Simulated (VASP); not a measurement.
# Cr in VASP: convergence with k mesh

The system is Cr.

```
CELL_PARAMETERS angstrom
-0.01743 1.81563 1.81066
1.83101 -0.01704 1.81027
1.85590 1.84013 -0.04193
ATOMIC_POSITIONS crystal
Cr 0.00000 0.00000 0.00000
```

This isn't the form of Cr at room conditions, which is bcc.

- Program: VASP 6.6.1
- Task: single point
- Functional: PBE
- Potentials or basis: VASP PAW PBE potentials, release 64 (Cr_pv)
- Cutoff: 520 eV
- k mesh: 3 × 3 × 3
- Occupations: methfessel-paxton, width 0.1 eV
- Spin: collinear spin, ferromagnetic start
- Starting moments: [3.0] μB

These are the settings of the first run; the series varies k mesh, with any setting tied to it.

Hardware: 1 thread of Intel(R) Xeon(R) Platinum 8488C (Sapphire Rapids), with other jobs on the host.

Question: The values tried are 3 × 3 × 3, 4 × 4 × 4, 5 × 5 × 5, 7 × 7 × 7, 9 × 9 × 9, 11 × 11 × 11, 14 × 14 × 14, loosest first. From which on does the largest site moment stay within 0.02 μB of the tightest run that finished?

Answer: From 9 × 9 × 9 on.

```csv
k mesh,"energy less the tightest run, at zero smearing (meV/atom)",pressure (GPa),largest site moment (μB),SCF cycles,CPU time (s),peak memory (GiB)
3 × 3 × 3,93.73,-7.99,0.22,17,7.6,0.13
4 × 4 × 4,-52.42,-11.04,0.09,15,16,0.13
5 × 5 × 5,-2.77,-10.35,0.03,16,24,0.14
7 × 7 × 7,22.60,-9.59,0.44,15,49,0.17
9 × 9 × 9,-9.09,-10.84,0.00,18,130,0.21
11 × 11 × 11,0.56,-10.58,0.00,18,200,0.29
14 × 14 × 14,0.00,-10.69,0.00,18,420,0.47
```

Against the tightest run, the energy stays within 1 meV/atom from 11 × 11 × 11 on. Not settled before the last step: the pressure (to 0.1 GPa). Meshes of other sizes hit other points, so gaps and Fermi surfaces needn't settle smoothly. The tightest run that finished is the yardstick and may itself not be fully converged.

Caveat, for the tightest run too: the starting moments collapsed, and a magnetic state may lie lower.
